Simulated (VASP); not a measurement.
Wanted: the native input for a VASP 6.6.1 run.

```yaml
Task: single point
Functional: PBE
Potentials_or_basis: VASP PAW PBE potentials, release 64 (Bi_d)
Cutoff: 520 eV
k_mesh: 6 × 6 × 9
Occupations: fermi-dirac, width 0.05 eV
Spin: no spin polarisation
Further_INCAR_settings: ALGO = Normal; EDIFF = 1e-07; NBANDS = 22
```

The structure of Bi lies in POSCAR:

```
Bi
1.0
    3.4885980000     -3.1325780000      0.0000000000
    3.4885980000      3.1325780000      0.0000000000
   -1.2602350000      0.0000000000      3.1135500000
Bi
2
Direct
    0.7502280000      0.7515860000      0.8490970000
    0.2471020000      0.2530770000      0.1447550000
```

This isn't the form of Bi at room conditions, which is rhombohedral.

The cell isn't the ideal one: atoms moved at random, drawn with an rms of 0.05 Å.

The input as run:

INCAR

```
PREC = Accurate ; ENCUT = 520
EDIFF = 1E-7 ; ISMEAR = -1
SIGMA = 0.05 ; LREAL = False
LASPH = True ; NELM = 80
ALGO = Normal ; ISIF = 2
LWAVE = False ; LCHARG = True
GGA = PE ; LELF = True
LVHAR = True ; NBANDS = 22
```

KPOINTS

```
Automatic mesh
0
Gamma
  6 6 9
```

Potentials or basis: VASP PAW PBE potentials, release 64 (Bi_d).

The run is started by

```console
$ cat potpaw_PBE.64/Bi_d/POTCAR > POTCAR
$ mpirun -np 1 vasp_std > vasp.out
```

It gave:

```
Pressure               : -0.1 GPa
Largest force          : 0.093 eV/Å
Band gap on the k mesh : none (metal or under the smearing width)
```

Caveat: spin-orbit coupling is left out, which moves the levels of the heavy elements.

It took 2.3 min on 1 thread of Intel(R) Xeon(R) Platinum 8559C (Emerald Rapids) (shared host), peak memory 0.31 GiB.
